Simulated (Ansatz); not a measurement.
Relaxing silver (omega (AlB2-type))

Computed with DFT, PBE, plane waves (420 eV) with PAW, scalar-relativistic (Ansatz).

k-point mesh 8×8×11, Fermi-Dirac smearing 0.1 eV, no spin polarisation. Cell and atoms relax.

Starting structure:

```xyz
3
Lattice="4.5850 0.0000 0.0000 -2.2925 3.9708 0.0000 0.0000 0.0000 2.8106" Properties=species:S:1:pos:R:3 pbc="T T T"
Ag    0.0000    0.0000    0.0000
Ag    0.0000    2.6472    1.4053
Ag    2.2925    1.3236    1.4053
```

What cell does the relaxation end in?

P6/mmm with a = 4.726 Å, c = 2.831 Å (c/a = 0.599); 18.25 Å³ per atom against 17.06 at the start (7.0 %).

How much energy does the relaxation gain?

27.8 meV per atom.

Path of the relaxation (the plane waves are chosen anew near the end, which can shift the energy a little):

```tsv
step	E − E(final) (meV/atom)	V (Å³/atom)	P (GPa)	max force (eV/Å)
0	27.76	17.057	7.18	0.000
1	10.37	19.102	-3.44	0.000
2	0.74	18.390	-0.64	0.000
3	0.40	18.250	0.01	0.000
4	0.40	18.252	0.00	0.000
5	0.00	18.252	-0.03	0.000
```
